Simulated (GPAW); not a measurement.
The system is TiC.

```
Ti C
1.0
     0.00000    2.16572    2.16572
     2.16572    0.00000    2.16572
     2.16572    2.16572    0.00000
Ti C
1 1
Direct
  0.00000 0.00000 0.00000
  0.50000 0.50000 0.50000
```

The cell is a database's computed one.

Base run:

- Program: GPAW 26.7.0
- Functional: PBEsol
- Potentials or basis: PAW data sets generated in the run's folder for this functional
- Cutoff: 800 eV
- Basis: pw
- k mesh: 11 × 11 × 11
- Occupations: fermi-dirac, width 0.05 eV
- Spin: no spin polarisation

Its results: pressure -5.9 GPa.

Task: After a change of settings the same cell gave: pressure 0.8 GPa. Which change was it?
A. functional from PBEsol to SCAN; potentials or basis from PAW data sets generated in the run's folder for this functional to GPAW PAW data sets (gpaw-data 1.2.1)
B. functional from PBEsol to LDA; potentials or basis from PAW data sets generated in the run's folder for this functional to the program's PAW data sets (release 1.2.1) made for this functional
C. functional from PBEsol to BLYP
D. functional from PBEsol to PW91

Result: D.

PW91 binds less tightly than PBEsol, so the same cell stands under more pressure.
